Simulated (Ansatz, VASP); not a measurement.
# Na4I in VASP and in Ansatz

INCAR

```
PREC = Accurate
ENCUT = 520
EDIFF = 1E-6
ISMEAR = 0
SIGMA = 0.1
LREAL = F
LASPH = T
NELM = 100
ALGO = Normal
ISIF = 2
LWAVE = F
LCHARG = F
GGA = PE
NBANDS = 26
```

File KPOINTS:

```
Automatic mesh
0
Gamma
  6 6 6
```

Contents of POSCAR:

```
Na4I
1.0
    6.0671615643      0.0000000000      0.0000000000
    0.0000000000      6.0671615643      0.0000000000
    0.0000000000      0.0000000000      6.0671615643
Na I
4 1
Direct
    0.5000000000      0.0000000000      0.0000000000
    0.0000000000      0.5000000000      0.0000000000
    0.0000000000      0.0000000000      0.5000000000
    0.0000000000      0.0000000000      0.0000000000
    0.5000000000      0.5000000000      0.5000000000
```

Input for Ansatz:

```yaml
crystal:
  lattice:
    - [6.0671615643, 0.0, 0.0]
    - [0.0, 6.0671615643, 0.0]
    - [0.0, 0.0, 6.0671615643]
  atoms:
    - { symbol: Na, position: [0.5, 0.0, 0.0] }
    - { symbol: Na, position: [0.0, 0.5, 0.0] }
    - { symbol: Na, position: [0.0, 0.0, 0.5] }
    - { symbol: Na, position: [0.0, 0.0, 0.0] }
    - { symbol: I, position: [0.5, 0.5, 0.5] }
basis:
  ecutwfc: 420
kpoints:
  mp_grid: { grid: [6, 6, 6] }
  band_path:
    path:
      - [[0.0, 0.0, 0.0], [0.0, 0.5, 0.0], [0.5, 0.5, 0.0], [0.0, 0.0, 0.0], [0.5, 0.5, 0.5], [0.0, 0.5, 0.0]]
      - [[0.5, 0.5, 0.5], [0.5, 0.5, 0.0]]
    npoints: 14
hamiltonian:
  xc: pbe
scf:
  occupations: { method: gaussian, width: 0.1 }
  n_extra_bands: 12
output:
  forces: true
  stress: true
  eigenvalues: true
  populations: true
  dos: { projected: true, de: 0.02, nscf_kmesh: { grid: [9, 9, 9] } }
  bader: true
```

The cell was built by a generator and needn't be a form met in nature.

Alike in both runs: task single point; functional PBE; k mesh 6 × 6 × 6; occupations gaussian, width 0.1 eV; no spin polarisation.

```csv
,VASP,Ansatz
version,VASP 6.6.1,Ansatz 0.2.0
potentials or method,"VASP PAW PBE potentials, release 64 (Na_pv, I)","scalar-relativistic, plane waves, PAW"
plane-wave cutoff (eV),520,420
valence electrons in the cell,35,53
```

|  | VASP | Ansatz | Ansatz less VASP |
| --- | --- | --- | --- |
| gap on the k mesh at the Fermi level (eV) | none | none | - |
| pressure (GPa) | 0.0 | 0.0 | 0.00 |

A gap of «none» marks a metal or a gap that the smearing closes. The two sets of potentials don't hold the same shells in valence.

Caveats: an odd number of electrons without spin polarisation forces a metal; a magnetic or distorted state may lie lower. The runs have no spin-orbit coupling, so splittings on I are missing.
